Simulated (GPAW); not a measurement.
Set up this calculation in GPAW 26.7.0, as an ASE script.

- Task: relaxation of cell and atoms
- Functional: PBEsol
- Potentials or basis: PAW data sets generated in the run's folder for this functional
- Cutoff: 600 eV
- Basis: pw
- k mesh: 11 × 11 × 10
- Occupations: fermi-dirac, width 0.05 eV
- Spin: no spin polarisation
- Maxiter: 150
- Optimizer: BFGS
- Fmax: 0.02 eV/Å
- Max steps: 60
- Convergence: density=1e-05 forces=0.0001

The system is Ge.

```
CELL_PARAMETERS angstrom
1.39715 -2.60052 0.00000
1.39715 2.60052 0.00000
0.00000 0.00000 2.69823
ATOMIC_POSITIONS crystal
Ge 0.50000 0.50000 0.00000
```

This isn't the form of Ge at room conditions, which is diamond.

These files were run (other wordings do the same):

run.py

```python
from ase import Atoms
from ase.filters import FrechetCellFilter
from ase.io import write
from ase.optimize import BFGS
from gpaw import GPAW, PW, setup_paths

setup_paths.insert(0, '.')

atoms = Atoms(['Ge'],
              cell=[[1.397149, -2.600516, 0.0],
                    [1.397149, 2.600516, 0.0],
                    [0.0, 0.0, 2.698231]],
              scaled_positions=[[0.5, 0.5, 0.0]],
              pbc=True)

calc = GPAW(mode=PW(600),
            xc='PBEsol',
            kpts={'size': (11, 11, 10), 'gamma': True},
            occupations={'name': 'fermi-dirac', 'width': 0.05},
            nbands=8,
            convergence={'density': 1e-05, 'forces': 0.0001},
            maxiter=150,
            txt='gpaw.txt')
atoms.calc = calc
opt = BFGS(FrechetCellFilter(atoms), trajectory='relax.traj', logfile='-')
done = opt.run(fmax=0.02, steps=60)
calc.write('gs.gpw')
write('result.traj', atoms)
print('Converged:', done)
print('Cell:', atoms.cell.cellpar().round(4))
print('Volume:', round(atoms.get_volume(), 4))
print(atoms.get_scaled_positions().round(5))
```

Potentials or basis: PAW data sets generated in the run's folder for this functional, pw.

The run is started by

```bash
$ gpaw-setup -f PBEsol Ge
$ OMP_NUM_THREADS=1 python run.py
```

It gave:

```yaml
Relaxed_volume: 18.36 Å³/atom
Relaxed_cell: a = 2.829 Å, b = 2.829 Å, c = 2.671 Å, α = 90.00°, β = 90.00°, γ = 120.85°
Space_group_after_relaxing_to_0.05_Å: Cmmm (No. 65)
Energy_gained_by_relaxing: 21.9 meV/atom
Ionic_steps: 8
Pressure_after_relaxing: 0.0 GPa
Band_gap_on_the_k_mesh: none (metal or under the smearing width)
```

Caveat: later steps reuse the first step's grids.

Wall time 2.2 min on 1 thread of Arm Neoverse V1 (shared host), peak memory 0.23 GiB.
